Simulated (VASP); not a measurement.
# AlN (F-43m) in VASP: relaxation of cell and atoms with PBEsol

Aim: the relaxation of cell and atoms of AlN with PBEsol.

Program: VASP 6.6.1. These are calculated values, not measurements. Logs are shortened: lines on timing, memory, paths and dates and some standing lists are left out, and cuts for length are marked.

**1. Starting point**

The structure is cubic, space group F-43m (No. 216). Conventional cell: a = 4.377 Å, b = 4.377 Å, c = 4.377 Å, α = 90.00°, β = 90.00°, γ = 90.00°. Around Al (site symmetry -43m) lie 4 N at 1.90 Å. Around N (site symmetry -43m) lie 4 Al at 1.90 Å.

Measurements of this composition are mostly on another form, of space group No. 186.

**2. Relaxation of cell and atoms, PBEsol**

Contents of INCAR:

```
SYSTEM = AlN
PREC = Accurate ; ENCUT = 600
EDIFF = 1E-7 ; ISMEAR = 0
SIGMA = 0.03 ; LREAL = .False.
LASPH = .True. ; NELM = 80
ALGO = Normal ; ISIF = 3
LWAVE = .False. ; LCHARG = .False.
GGA = PS ; IBRION = 2
NSW = 90 ; EDIFFG = -0.005
```

Contents of KPOINTS:

```
regular mesh
0
Gamma
  10 10 10
  0 0 0
```

Contents of POSCAR:

```
AlN                                     
1.0
    0.0000000000      2.1882972140      2.1882972140
    2.1882972140      0.0000000000      2.1882972140
    2.1882972140      2.1882972140     -0.0000000000
  Al              N             
     1     1
Direct
     0.0000000000000000    0.0000000000000000    0.0000000000000000
     0.7500000000000000    0.7500000000000000    0.7500000000000000
```

Potentials or basis: VASP PAW PBE potentials, release 64 (Al, N).

Command:

```
> cat potpaw_PBE.64/Al/POTCAR potpaw_PBE.64/N/POTCAR > POTCAR
> mpirun -np 1 vasp_std > vasp.out
```

OUTCAR:

```text
SYSTEM = AlN
   PREC = Accurate
   ENCUT = 600
   EDIFF = 1E-7
   ISMEAR = 0
   LREAL = .False.
   LASPH = .True.
   NELM = 80
   ISIF = 3
   GGA = PS
   IBRION = 2
   NSW = 90
   EDIFFG = -0.005

 ion  position               nearest neighbor table
   1  0.000  0.000  0.000-   2 1.90   2 1.90   2 1.90   2 1.90
   2  0.750  0.750  0.750-   1 1.90   1 1.90   1 1.90   1 1.90

  LATTYP: Found a face centered cubic cell.
 ALAT       =     4.3765944280

  Lattice vectors:

 A1 = (   0.0000000000,   2.1882972140,   2.1882972140)
 A2 = (   2.1882972140,   0.0000000000,   2.1882972140)
 A3 = (   2.1882972140,   2.1882972140,   0.0000000000)

Analysis of symmetry for initial positions (statically):
=====================================================================
 Subroutine PRICEL returns:
 Original cell was already a primitive cell.

 Routine SETGRP: Setting up the symmetry group for a
 face centered cubic supercell.

 Subroutine GETGRP returns: Found 24 space group operations
 (whereof 24 operations were pure point group operations)
 out of a pool of 48 trial point group operations.

The static configuration has the point symmetry T_d .

Analysis of symmetry for dynamics (positions and initial velocities):
=====================================================================
 Subroutine PRICEL returns:
 Original cell was already a primitive cell.

 Routine SETGRP: Setting up the symmetry group for a
 face centered cubic supercell.

 Subroutine GETGRP returns: Found 24 space group operations
 (whereof 24 operations were pure point group operations)
 out of a pool of 48 trial point group operations.

The dynamic configuration has the point symmetry T_d .

 Subroutine INISYM returns: Found 24 space group operations
 (whereof 24 operations are pure point group operations),
 and found     1 'primitive' translations

----------------------------------------------------------------------------------------

                                     Primitive cell

  volume of cell :      20.9580

  direct lattice vectors                    reciprocal lattice vectors
     0.000000000  2.188297214  2.188297214    -0.228488158  0.228488158  0.228488158
     2.188297214  0.000000000  2.188297214     0.228488158 -0.228488158  0.228488158
     2.188297214  2.188297214  0.000000000     0.228488158  0.228488158 -0.228488158

  length of vectors
     3.094719599  3.094719599  3.094719599     0.395753099  0.395753099  0.395753099

  position of ions in fractional coordinates (direct lattice)
     0.000000000  0.000000000  0.000000000
     0.750000000  0.750000000  0.750000000

  ion indices of the primitive-cell ions
   primitive index   ion index
                 1           1
                 2           2

----------------------------------------------------------------------------------------

 KPOINTS: regular mesh

Automatic generation of k-mesh.
 Grid dimensions read from file:
 generate k-points for:   10   10   10

 Generating k-lattice:

  Cartesian coordinates                     Fractional coordinates (reciprocal lattice)
    -0.022848816  0.022848816  0.022848816     0.100000000  0.000000000  0.000000000
     0.022848816 -0.022848816  0.022848816     0.000000000  0.100000000  0.000000000
     0.022848816  0.022848816 -0.022848816     0.000000000  0.000000000  0.100000000

  Length of vectors
     0.039575310  0.039575310  0.039575310

  Shift w.r.t. Gamma in fractional coordinates (k-lattice)
     0.000000000  0.000000000  0.000000000

 Subroutine IBZKPT returns following result:
 ===========================================

 Found     47 irreducible k-points:

 Following reciprocal coordinates:
            Coordinates               Weight
  0.000000  0.000000  0.000000      1.000000
  0.100000  0.000000  0.000000      8.000000
  0.200000  0.000000  0.000000      8.000000
  0.300000  0.000000  0.000000      8.000000
  0.400000  0.000000  0.000000      8.000000
  0.500000  0.000000  0.000000      4.000000
[... 16 lines left out ...]
  0.300000  0.300000  0.000000      6.000000
  0.400000  0.300000  0.000000     24.000000
 [... further k-points ...]
   k-points           NKPTS =     47   k-points in BZ     NKDIM =     47   number of bands    NBANDS=      8
   number of dos      NEDOS =    301   number of ions     NIONS =      2
   total plane-waves  NPLWV =  21952
   dimension x,y,z NGX =    28 NGY =   28 NGZ =   28
   dimension x,y,z NGXF=    56 NGYF=   56 NGZF=   56
   ions per type =               1   1
   NGX,Y,Z   is equivalent  to a cutoff of  15.04, 15.04, 15.04 a.u.
   NGXF,Y,Z  is equivalent  to a cutoff of  30.08, 30.08, 30.08 a.u.
 SYSTEM =  AlN
   PREC   = accura    normal or accurate (medium, high low for compatibility)
   ISTART =      0    job   : 0-new  1-cont  2-samecut
   ICHARG =      2    charge: 1-file 2-atom 10-const
   ISPIN  =      1    spin polarized calculation?
   LNONCOLLINEAR =      F non collinear calculations
   LSORBIT =      F    spin-orbit coupling
   LASPH  =      T    aspherical Exc in radial PAW
   ENCUT  =  600.0 eV  44.10 Ry    6.64 a.u.   6.18  6.18  6.18*2*pi/ulx,y,z
   NELM   =     80;   NELMIN=  2; NELMDL= -5     # of ELM steps
   EDIFF  = 0.1E-06   stopping-criterion for ELM
   LREAL  =      F    real-space projection
   EDIFFG = -.5E-02   stopping-criterion for IOM
   NSW    =     90    number of steps for IOM
   IBRION =      2    ionic relax: 0-MD 1-quasi-New 2-CG
   NFREE  =      1    steps in history (QN), initial steepest desc. (CG)
   ISIF   =      3    stress and relaxation
   ISYM   =      2    0-nonsym 1-usesym 2-fastsym
   POTIM  = 0.5000    time-step for ionic-motion
   TEBEG  =    0.0;   TEEND  =   0.0 temperature during run
   PSTRESS=    0.0 pullay stress
   NELECT =       8.0000    total number of electrons
   NUPDOWN=      -1.0000    fix difference up-down
   EMIN   =  10.00;   EMAX   =-10.00  energy-range for DOS
   EFERMI =   0.00;   METHOD = LEGACY
   ISMEAR =     0;   SIGMA  =   0.03  broadening in eV -4-tet -1-fermi 0-gaus
   EFERMI_NEDOS =   21; number of points for ismear=-14 and -15
   IALGO  =     38    algorithm
   IMIX   =      4    mixing-type and parameters
     AMIX     =   0.40;   BMIX     =  1.00
     AMIX_MAG =   1.60;   BMIX_MAG =  1.00
  volume/ion in A,a.u.               =      10.48        70.72
  Fermi-wavevector in a.u.,A,eV,Ry     =   1.187559  2.244161 19.188246  1.410296
  Thomas-Fermi vector in A             =   2.323708
   LORBIT       =      0    0 simple, 1 ext, 2 COOP (PROOUT), +10 PAW based schemes
   GGA     = PS    functional components
   LHFCALC =     F    Hartree Fock is set to
   AEXX    =    0.0000 exact exchange contribution
   IVDW    =     0    specifies the selected vdW correction
   LEPSILON=     F    determine dielectric tensor
   LRPA    =     F    only Hartree local field effects (RPA)
 conjugate gradient relaxation of ions
 non-spin polarized calculation
 Gauss-broadening in eV      SIGMA  =   0.03
  energy-cutoff  :      600.00
  volume of cell :       20.96
 maximum number of plane-waves:       725
 NGX is ok and might be reduce to    28
   NGX = 13   NGY = 13   NGZ = 13

 number of electron       7.9999999 magnetization

 Free energy of the ion-electron system (eV)
  ---------------------------------------------------
  ext. energy  EPLUGINS =         0.00000000
  ---------------------------------------------------
  free energy    TOTEN  =       -15.61300773 eV

  energy without entropy =      -15.61300773  energy(sigma->0) =      -15.61300773

 E-fermi :   5.9412     XC(G=0): -11.1035

 val. band max:        5.8221308706   @ k =   0.0000   0.0000   0.0000
 cond. band min:       9.0067376352   @ k =   0.5000   0.5000   0.0000
 fundamental gap:      3.1846067646
 Fermi energy:         5.9412252192

 k-point     1 :       0.0000    0.0000    0.0000
  band No.  band energies     occupation
      1      -9.1023      2.00000
      2       5.8221      2.00000
      3       5.8221      2.00000
      4       5.8221      2.00000
      5       9.9034      0.00000
      6      18.2335      0.00000
      7      18.2335      0.00000
      8      18.2335      0.00000

 k-point     2 :       0.1000    0.0000    0.0000
  band No.  band energies     occupation
      1      -8.9552      2.00000
      2       5.0020      2.00000
      3       5.7703      2.00000
      4       5.7703      2.00000
      5      10.5691      0.00000
      6      17.8429      0.00000
      7      18.3671      0.00000
      8      18.3671      0.00000

 k-point     3 :       0.2000    0.0000    0.0000
  band No.  band energies     occupation
      1      -8.5363      2.00000
      2       3.3898      2.00000
      3       5.6411      2.00000
      4       5.6411      2.00000
      5      11.6894      0.00000
      6      17.0417      0.00000
      7      18.2966      0.00000
      8      18.2966      0.00000

 k-point     4 :       0.3000    0.0000    0.0000
  band No.  band energies     occupation
      1      -7.9267      2.00000
      2       1.7385      2.00000
      3       5.4931      2.00000
      4       5.4931      2.00000
      5      12.5192      0.00000
      6      16.2866      0.00000
      7      17.6364      0.00000
      8      17.6364      0.00000

 k-point     5 :       0.4000    0.0000    0.0000
  band No.  band energies     occupation
      1      -7.3147      2.00000
      2       0.4474      2.00000
      3       5.3815      2.00000
      4       5.3815      2.00000
      5      12.9358      0.00000
      6      15.7508      0.00000
      7      17.0396      0.00000
      8      17.0396      0.00000
[... 177 lines left out ...]
 k-point    22 :      -0.2000    0.2000    0.0000
  band No.  band energies     occupation
      1      -7.7265      2.00000
      2       2.0433      2.00000
      3       4.1185      2.00000
      4       5.5674      2.00000
      5      13.2632      0.00000
      6      15.6286      0.00000
      7      17.0696      0.00000
      8      18.1758      0.00000

 k-point    23 :       0.3000    0.3000    0.0000
  band No.  band energies     occupation
      1      -7.5484      2.00000
      2       2.2899      2.00000
      3       4.5756      2.00000
      4       4.5756      2.00000
      5      11.0251      0.00000
      6      15.3587      0.00000
      7      17.5550      0.00000
      8      20.1599      0.00000

 k-point    24 :       0.4000    0.3000    0.0000
  band No.  band energies     occupation
      1      -7.0807      2.00000
      2       1.6531      2.00000
      3       4.1086      2.00000
      4       4.4115      2.00000
      5      10.6090      0.00000
      6      15.1915      0.00000
      7      17.9256      0.00000
      8      20.2454      0.00000

 [... further k-points ...]
[... 5 lines left out ...]
  --------------------------------------------------------------------------------------
  -------------------------------------------------------------------------------------
  Total       -0.0001647     -0.0001647     -0.0001647      0.0000000      0.0000000      0.0000000
  in kB       -0.0125920     -0.0125920     -0.0125920      0.0000000      0.0000000      0.0000000
  external PRESSURE =      -0.0125920 kB  Pullay stress =       0.0000000 kB

 VOLUME and BASIS-vectors are now :
 -----------------------------------------------------------------------------
  energy-cutoff  :      600.00
  volume of cell :       20.96
      direct lattice vectors                 reciprocal lattice vectors
     0.000000000  2.188297214  2.188297214    -0.228488158  0.228488158  0.228488158
     2.188297214  0.000000000  2.188297214     0.228488158 -0.228488158  0.228488158
     2.188297214  2.188297214  0.000000000     0.228488158  0.228488158 -0.228488158

 POSITION                                       TOTAL-FORCE (eV/Angst)
 -----------------------------------------------------------------------------------
      0.00000      0.00000      0.00000        -0.000000      0.000000     -0.000000
      3.28245      3.28245      3.28245         0.000000     -0.000000      0.000000
 -----------------------------------------------------------------------------------
    total drift:                               -0.000000     -0.000000     -0.000000

  FREE ENERGIE OF THE ION-ELECTRON SYSTEM (eV)
  ---------------------------------------------------
  free  energy   TOTEN  =       -15.6130077341 eV

  energy  without entropy=      -15.6130077341  energy(sigma->0) =      -15.61300773

 reached required accuracy - stopping structural energy minimisation
```

Wall time 7.7 s (1 thread of Intel Xeon Platinum 8488C (Sapphire Rapids), shared host); peak memory 0.14 GiB.

What came out:

```
Free energy             : -15.6130 eV
Pressure after relaxing : 0.0 GPa
Band gap on the k mesh  : 3.18 eV, indirect (least direct gap 4.08 eV)
```

Final structure:
```
Al N
1.0
     0.00000    2.18830    2.18830
     2.18830    0.00000    2.18830
     2.18830    2.18830    0.00000
Al N
1 1
Direct
  0.00000 0.00000 0.00000
  0.75000 0.75000 0.75000
```

Levels at points of the mesh, in eV from the valence-band top:
```
           k point  band 1  band 2  band 3  band 4  band 5  band 6  band 7  band 8
(0.00, 0.00, 0.00)  -14.92    0.00    0.00    0.00    4.08   12.41   12.41   12.41
(0.50, 0.00, 0.00)  -12.86   -5.89   -0.48   -0.48    7.23    9.73   11.00   11.00
(0.50, 0.50, 0.00)  -12.22   -4.93   -1.78   -1.78    3.18    8.45   13.79   15.55
```

Caveat: the relaxation stopped at its first step, so nothing moved; the PAW data sets were made with another functional, which shifts forces and pressure a little.
